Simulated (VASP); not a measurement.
# H7N2F (Pca2_1) in VASP: electric field gradients with PBE

Aim: the electric field gradients of H7N2F with PBE.

All numbers are computed with VASP 6.6.1; they aren't measurements. Logs are shortened: lines on timing, memory, paths and dates and some standing lists are left out, and cuts for length are marked.

### 1 The structure

Symmetry: Pca2_1, No. 29, orthorhombic system. The conventional cell has a = 8.048 Å, b = 5.630 Å, c = 7.368 Å, α = 90.00°, β = 90.00°, γ = 90.00°. H (site symmetry 1) has 1 N at 1.07 Å as nearest neighbours. H (site symmetry 1) is surrounded by 1 N at 1.04 Å. H (site symmetry 1) is surrounded by 1 N at 1.04 Å. H (site symmetry 1) has 1 N at 1.04 Å as nearest neighbours. Around H (site symmetry 1) lie 1 N at 1.02 Å. H (site symmetry 1) is surrounded by 1 N at 1.02 Å. Around H (site symmetry 1) lie 1 N at 1.02 Å. N (site symmetry 1) has 4 H at 1.04 to 1.07 Å as nearest neighbours.

The cell comes from a database or a generator and needn't be the stable form of this composition.

### 2 Electric field gradients, PBE

INCAR

```
ALGO = Fast ; EDIFF = 1E-8
ENCUT = 520 ; GGA = PE
ISIF = 2 ; ISMEAR = -1
LASPH = T ; LCHARG = F
LEFG = T ; LREAL = Auto
LWAVE = F ; NBANDS = 74
NELM = 100 ; PREC = Accurate
SIGMA = 0.02
```

KPOINTS

```
k-points
0
Gamma
  3 4 3
```

POSCAR

```
H7N2F
1.0
    8.0483831800      0.0000000000      0.0000000000
    0.0000000000      5.6296524400      0.0000000000
    0.0000000000      0.0000000000      7.3676988900
H N F
28 8 4
Direct
    0.7253132400      0.7885011700      0.0282918500
    0.2746867600      0.2114988300      0.5282918500
    0.7746867600      0.7885011700      0.5282918500
    0.2253132400      0.2114988300      0.0282918500
    0.7455820900      0.0459763500      0.1494271700
    0.2544179100      0.9540236500      0.6494271700
    0.7544179100      0.0459763500      0.6494271700
    0.2455820900      0.9540236500      0.1494271700
    0.6309503400      0.0443963400      0.9567057800
    0.3690496600      0.9556036600      0.4567057800
    0.8690496600      0.0443963400      0.4567057800
    0.1309503400      0.9556036600      0.9567057800
    0.5590058000      0.9010109100      0.1462243800
    0.4409942000      0.0989890900      0.6462243800
    0.9409942000      0.9010109100      0.6462243800
    0.0590058000      0.0989890900      0.1462243800
    0.6297932400      0.4327700800      0.5617959400
    0.3702067600      0.5672299200      0.0617959400
    0.8702067600      0.4327700800      0.0617959400
    0.1297932400      0.5672299200      0.5617959400
    0.7358769100      0.4315138900      0.3716434700
    0.2641230900      0.5684861100      0.8716434700
    0.7641230900      0.4315138900      0.8716434700
    0.2358769100      0.5684861100      0.3716434700
    0.5635657600      0.5918575700      0.3869170300
    0.4364342400      0.4081424300      0.8869170300
    0.9364342400      0.5918575700      0.8869170300
    0.0635657600      0.4081424300      0.3869170300
    0.6636683900      0.9466082700      0.0710690000
    0.3363316100      0.0533917300      0.5710690000
    0.8363316100      0.9466082700      0.5710690000
    0.1636683900      0.0533917300      0.0710690000
    0.6666102700      0.5364770900      0.4555357800
    0.3333897300      0.4635229100      0.9555357800
    0.8333897300      0.5364770900      0.9555357800
    0.1666102700      0.4635229100      0.4555357800
    0.6058874200      0.1969478500      0.7625906000
    0.3941125800      0.8030521500      0.2625906000
    0.8941125800      0.1969478500      0.2625906000
    0.1058874200      0.8030521500      0.7625906000
```

Potentials or basis: VASP PAW PBE potentials, release 64 (H, N, F).

Run with:

```console
cat potpaw_PBE.64/H/POTCAR potpaw_PBE.64/N/POTCAR potpaw_PBE.64/F/POTCAR > POTCAR
mpirun -np 1 vasp_std > vasp.out
```

OUTCAR:

```text
EDIFF = 1E-8
   ENCUT = 520
   GGA = PE
   ISIF = 2
   ISMEAR = -1
   LASPH = T
   LREAL = Auto
   NELM = 100
   PREC = Accurate

 ion  position               nearest neighbor table
   1  0.725  0.789  0.028-  29 1.07
   2  0.275  0.211  0.528-  30 1.07
   3  0.775  0.789  0.528-  31 1.07
   4  0.225  0.211  0.028-  32 1.07
   5  0.746  0.046  0.149-  29 1.04
   6  0.254  0.954  0.649-  30 1.04
[... 20 lines left out ...]
  27  0.936  0.592  0.887-  35 1.02
  28  0.064  0.408  0.387-  36 1.02
  29  0.664  0.947  0.071-   5 1.04  13 1.04   9 1.04   1 1.07
  30  0.336  0.053  0.571-   6 1.04  14 1.04  10 1.04   2 1.07
  31  0.836  0.947  0.571-   7 1.04  15 1.04  11 1.04   3 1.07
  32  0.164  0.053  0.071-   8 1.04  16 1.04  12 1.04   4 1.07
  33  0.667  0.536  0.456-  25 1.02  17 1.02  21 1.02
  34  0.333  0.464  0.956-  26 1.02  18 1.02  22 1.02
  35  0.833  0.536  0.956-  27 1.02  19 1.02  23 1.02
  36  0.167  0.464  0.456-  28 1.02  20 1.02  24 1.02
  37  0.606  0.197  0.763-
  38  0.394  0.803  0.263-
  39  0.894  0.197  0.263-
  40  0.106  0.803  0.763-

  LATTYP: Found a simple orthorhombic cell.
 ALAT       =     5.6296524400
 B/A-ratio  =     1.3087306843
 C/A-ratio  =     1.4296412196

  Lattice vectors:

 A1 = (   0.0000000000,   5.6296524400,   0.0000000000)
 A2 = (   0.0000000000,   0.0000000000,   7.3676988900)
 A3 = (   8.0483831800,   0.0000000000,   0.0000000000)

Analysis of symmetry for initial positions (statically):
=====================================================================
 Subroutine PRICEL returns:
 Original cell was already a primitive cell.

 Routine SETGRP: Setting up the symmetry group for a
 simple orthorhombic supercell.

 Subroutine GETGRP returns: Found  4 space group operations
 (whereof  1 operations were pure point group operations)
 out of a pool of  8 trial point group operations.

The static configuration has the point symmetry C_1 .
 The point group associated with its full space group is C_2v.

Analysis of symmetry for dynamics (positions and initial velocities):
[... 237 lines left out ...]
      4     -22.7744      2.00000
      5     -18.9929      2.00000
      6     -18.9790      2.00000
[... 745 lines left out ...]
     59       7.0633      0.00000
     60       7.0964      0.00000
 [bands above 60 left out]

------------------------ aborting loop because EDIFF is reached ----------------------------------------

  FORCE on cell =-STRESS in cart. coord.  units (eV):
  Direction    XX          YY          ZZ          XY          YZ          ZX
  --------------------------------------------------------------------------------------
  -------------------------------------------------------------------------------------
  Total        4.5484575      4.1171565      4.7639959      0.0000000      0.0000000      0.0000000
  in kB       21.8299444     19.7599509     22.8644032      0.0000000      0.0000000      0.0000000
  external PRESSURE =      21.4847662 kB  Pullay stress =       0.0000000 kB

 VOLUME and BASIS-vectors are now :
 -----------------------------------------------------------------------------
  energy-cutoff  :      520.00
  volume of cell :      333.83
      direct lattice vectors                 reciprocal lattice vectors
     8.048383180  0.000000000  0.000000000     0.124248557  0.000000000  0.000000000
     0.000000000  5.629652440  0.000000000     0.000000000  0.177630859  0.000000000
     0.000000000  0.000000000  7.367698890     0.000000000  0.000000000  0.135727588

 POSITION                                       TOTAL-FORCE (eV/Angst)
 -----------------------------------------------------------------------------------
      5.83760      4.43899      0.20845         0.116556     -0.223892     -0.070025
      2.21078      1.19066      3.89230        -0.116556      0.223892     -0.070025
      6.23498      4.43899      3.89230        -0.116556     -0.223892     -0.070025
      1.81341      1.19066      0.20845         0.116556      0.223892     -0.070025
      6.00073      0.25883      1.10093         0.169869      0.138632      0.142026
      2.04765      5.37082      4.78478        -0.169869     -0.138632      0.142026
[... 32 lines left out ...]
      7.19616      1.10875      1.93469        -0.000945      0.031933      0.007167
      0.85222      4.52090      5.61854         0.000945     -0.031933      0.007167
 -----------------------------------------------------------------------------------
    total drift:                                0.000000      0.000000      0.001972

  FREE ENERGIE OF THE ION-ELECTRON SYSTEM (eV)
  ---------------------------------------------------
  free  energy   TOTEN  =      -196.6714331939 eV

  energy  without entropy=     -196.6714331939  energy(sigma->0) =     -196.67143319

 Electric field gradients (V/A^2)
---------------------------------------------------------------------
 ion       V_xx      V_yy      V_zz      V_xy      V_xz      V_yz
---------------------------------------------------------------------
   1      -3.328    10.069    -6.741   -10.513    -3.731     6.704
   2      -3.328    10.069    -6.741   -10.513     3.731    -6.704
   3      -3.328    10.069    -6.741    10.513     3.731     6.704
   4      -3.328    10.069    -6.741    10.513    -3.731    -6.704
   5       2.064    -1.671    -0.393    13.086    13.467    11.559
   6       2.064    -1.671    -0.393    13.086   -13.467   -11.559
[... 32 lines left out ...]
  39       2.119    -5.875     3.756     1.811    -2.722    -0.939
  40       2.119    -5.875     3.756     1.811     2.722     0.939
---------------------------------------------------------------------

 Electric field gradients after diagonalization (V/A^2)
 (convention: |V_zz| > |V_xx| > |V_yy|)
----------------------------------------------------------------------
 ion       V_xx      V_yy      V_zz     asymmetry (V_yy - V_xx)/ V_zz
----------------------------------------------------------------------
   1      -9.143    -9.053    18.196       0.005
   2      -9.143    -9.053    18.196       0.005
   3      -9.143    -9.053    18.196       0.005
   4      -9.143    -9.053    18.196       0.005
   5     -13.034   -12.520    25.554       0.020
   6     -13.034   -12.520    25.554       0.020
[... 32 lines left out ...]
  39       6.065     0.214    -6.279       0.932
  40       6.065     0.214    -6.279       0.932
----------------------------------------------------------------------

           NMR quadrupolar parameters

 Cq : quadrupolar parameter    Cq=e*Q*V_zz/h
 eta: asymmetry parameters     (V_yy - V_xx)/ V_zz
 Q  : nuclear electric quadrupole moment in mb (millibarn)
----------------------------------------------------------------------
 ion       Cq(MHz)       eta       Q (mb)
----------------------------------------------------------------------
   1       0.044       0.005       1.000
   2       0.044       0.005       1.000
   3       0.044       0.005       1.000
   4       0.044       0.005       1.000
   5       0.062       0.020       1.000
   6       0.062       0.020       1.000
[... 32 lines left out ...]
  39      -0.015       0.932       1.000
  40      -0.015       0.932       1.000
----------------------------------------------------------------------
```

OSZICAR:

```text
N       E                     dE             d eps       ncg     rms          rms(c)
DAV:   1     0.521445322680E+03    0.52145E+03   -0.46007E+04  1776   0.115E+03
[... 13 lines left out ...]
RMM:  15    -0.196671433935E+03    0.32411E-05   -0.41659E-05  2398   0.243E-02    0.118E-02
RMM:  16    -0.196671432831E+03    0.11041E-05   -0.18542E-05  2412   0.122E-02    0.386E-03
RMM:  17    -0.196671433238E+03   -0.40748E-06   -0.51500E-06  2455   0.643E-03    0.144E-03
RMM:  18    -0.196671433250E+03   -0.11660E-07   -0.73440E-07  2437   0.292E-03    0.959E-04
RMM:  19    -0.196671433241E+03    0.88221E-08   -0.11982E-07  2367   0.112E-03    0.878E-04
RMM:  20    -0.196671433190E+03    0.50958E-07   -0.74382E-08  2339   0.873E-04    0.102E-04
RMM:  21    -0.196671433194E+03   -0.39909E-08   -0.13973E-08  1774   0.420E-04
   1 F= -.19667143E+03 E0= -.19667143E+03  d E =-.234772E-12
```

It took 9.9 min on 1 thread of Intel Xeon Platinum 8259CL at 2.50GHz (Skylake/Cascade Lake), shared host; peak memory 0.46 GiB.

What came out:

- Free energy: -196.6714 eV
- Pressure: 2.1 GPa
- Largest force: 0.263 eV/Å
- Band gap on the k mesh: 4.96 eV, direct

Forces in eV/Å, atoms in the order of the input:
```
H    0.117 -0.224 -0.070
H   -0.117  0.224 -0.070
H   -0.117 -0.224 -0.070
H    0.117  0.224 -0.070
H    0.170  0.139  0.142
H   -0.170 -0.139  0.142
H   -0.170  0.139  0.142
H    0.170 -0.139  0.142
H   -0.063  0.132 -0.210
H    0.063 -0.132 -0.210
H    0.063  0.132 -0.210
H   -0.063 -0.132 -0.210
H   -0.212 -0.066  0.142
H    0.212  0.066  0.142
H    0.212 -0.066  0.142
H   -0.212  0.066  0.142
H   -0.070 -0.129  0.183
H    0.070  0.129  0.183
H    0.070 -0.129  0.183
H   -0.070  0.129  0.183
H    0.132 -0.133 -0.143
H   -0.132  0.133 -0.143
H   -0.132 -0.133 -0.143
H    0.132  0.133 -0.143
H   -0.194  0.080 -0.118
H    0.194 -0.080 -0.118
H    0.194  0.080 -0.118
H   -0.194 -0.080 -0.118
N   -0.005 -0.004 -0.005
N    0.005  0.004 -0.005
N    0.005 -0.004 -0.005
N   -0.005  0.004 -0.005
N    0.109  0.192  0.070
N   -0.109 -0.192  0.070
N   -0.109  0.192  0.070
N    0.109 -0.192  0.070
F    0.001  0.032  0.007
F   -0.001 -0.032  0.007
F   -0.001  0.032  0.007
F    0.001 -0.032  0.007
```

Electric field gradients, principal values (V/Å²):
| atom | Vxx | Vyy | Vzz |
| --- | --- | --- | --- |
| 1 H | -9.053 | -9.143 | 18.196 |
| 2 H | -9.053 | -9.143 | 18.196 |
| 3 H | -9.053 | -9.143 | 18.196 |
| 4 H | -9.053 | -9.143 | 18.196 |
| 5 H | -12.520 | -13.034 | 25.554 |
| 6 H | -12.520 | -13.034 | 25.554 |
| 7 H | -12.520 | -13.034 | 25.554 |
| 8 H | -12.520 | -13.034 | 25.554 |
| 9 H | -12.522 | -12.843 | 25.366 |
| 10 H | -12.522 | -12.843 | 25.366 |
| 11 H | -12.522 | -12.843 | 25.366 |
| 12 H | -12.522 | -12.843 | 25.366 |
| 13 H | -12.433 | -12.849 | 25.282 |
| 14 H | -12.433 | -12.849 | 25.282 |
| 15 H | -12.433 | -12.849 | 25.282 |
| 16 H | -12.433 | -12.849 | 25.282 |
| 17 H | -15.121 | -18.815 | 33.936 |
| 18 H | -15.121 | -18.815 | 33.936 |
| 19 H | -15.121 | -18.815 | 33.936 |
| 20 H | -15.121 | -18.815 | 33.936 |
| 21 H | -15.060 | -18.841 | 33.901 |
| 22 H | -15.060 | -18.841 | 33.901 |
| 23 H | -15.060 | -18.841 | 33.901 |
| 24 H | -15.060 | -18.841 | 33.901 |
| 25 H | -15.156 | -19.063 | 34.219 |
| 26 H | -15.156 | -19.063 | 34.219 |
| 27 H | -15.156 | -19.063 | 34.219 |
| 28 H | -15.156 | -19.063 | 34.219 |
| 29 N | 3.411 | 4.289 | -7.700 |
| 30 N | 3.411 | 4.289 | -7.700 |
| 31 N | 3.411 | 4.289 | -7.700 |
| 32 N | 3.411 | 4.289 | -7.700 |
| 33 N | 32.334 | 32.470 | -64.803 |
| 34 N | 32.334 | 32.470 | -64.803 |
| 35 N | 32.334 | 32.470 | -64.803 |
| 36 N | 32.334 | 32.470 | -64.803 |
| 37 F | 0.214 | 6.065 | -6.279 |
| 38 F | 0.214 | 6.065 | -6.279 |
| 39 F | 0.214 | 6.065 | -6.279 |
| 40 F | 0.214 | 6.065 | -6.279 |

Caveat: an odd mesh through Γ misses points on the zone boundary, where band edges often lie. PBE gaps usually lie below the measured ones, often by a third to a half.
